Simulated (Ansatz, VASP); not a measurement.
# One calculation of ZnS, two programs

```
Zn S
1.0
     3.78616    0.00000    0.00000
    -1.89308    3.27891    0.00000
     0.00000    0.00000   24.76390
Zn S
8 8
Cartesian
  0.0000 2.1859 3.0999
  0.0000 0.0000 0.0073
  1.8931 1.0930 15.4731
  1.8931 1.0930 21.6734
  0.0000 0.0000 18.5705
  0.0000 2.1859 12.3800
  0.0000 0.0000 9.2866
  1.8931 1.0930 6.1932
  1.8931 1.0930 8.5127
  1.8931 1.0930 17.7923
  0.0000 2.1859 5.4193
  0.0000 0.0000 20.8940
  1.8931 1.0930 23.9963
  0.0000 0.0000 2.3260
  0.0000 2.1859 14.6994
  0.0000 0.0000 11.6061
```

Alike in both runs: functional PBEsol; k mesh 9 × 9 × 2; occupations gaussian, width 0.02 eV; no spin polarisation.

Ansatz relaxed the structure, and its values are those at the end. VASP's run is a single point on that final structure, the one shown.

|  | VASP | Ansatz |
| --- | --- | --- |
| version | VASP 6.6.1 | Ansatz 0.2.0 |
| potentials or method | VASP PAW PBE potentials, release 64 (Zn, S) | scalar-relativistic, plane waves, PAW |
| plane-wave cutoff (eV) | 520 | 420 |
| valence electrons in the cell | 144 | 144 |

```csv
,VASP,Ansatz,Ansatz less VASP
gap on the k mesh at the Fermi level (eV),2.11,2.10,-0.007
least direct gap on the mesh (eV),2.11,2.10,-0.007
pressure (GPa),0.2,0.0,-0.21
```

Caveats: the PAW data sets were made with another functional, which shifts forces and pressure a little (VASP); an odd mesh through Γ misses points on the zone boundary, where band edges often lie.
